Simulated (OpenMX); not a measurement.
The system is Rh.

```xyz
2
Lattice="2.7310 0.0000 0.0000 -1.3655 2.3651 0.0000 0.0000 0.0000 4.4285" Properties=species:S:1:pos:R:3 pbc="T T T"
Rh    0.0000    1.5767    1.1071
Rh    1.3655    0.7884    3.3214
```

This isn't the form of Rh at room conditions, which is fcc.

* Program: OpenMX 3.8.5
* Task: single point
* Functional: PBE
* Potentials or basis: OpenMX 2013 PBE set, Rh7.0-s3p2d2, grid cutoff 400 Ry
* k mesh: 11 × 11 × 7
* Occupations: fermi-dirac, width 0.05 eV
* Spin: no spin polarisation

On this cell: pressure 2.4 GPa; largest force 0.008 eV/Å; band gap on the k mesh none (metal or under the smearing width).

The same run follows on a disturbed copy (atoms moved at random, drawn with an rms of 0.05 Å):

```
CELL_PARAMETERS angstrom
2.73098 0.00000 0.00000
-1.36549 2.36510 0.00000
0.00000 0.00000 4.42849
ATOMIC_POSITIONS crystal
Rh 0.32688 0.64637 0.24212
Rh 0.66512 0.35005 0.76055
```

Task: What changes?

Result: The energy (extrapolated to zero smearing) moves by +29.8 meV/atom; pressure 3.8 GPa; largest force 1.110 eV/Å; band gap on the k mesh none (metal or under the smearing width).

Forces on the atoms (eV/Å):
```
Rh  -0.156  0.310  1.037
Rh   0.160 -0.308 -1.054
```

Caveats: the basis of atomic orbitals isn't converged, which shifts pressures, moduli and gaps.
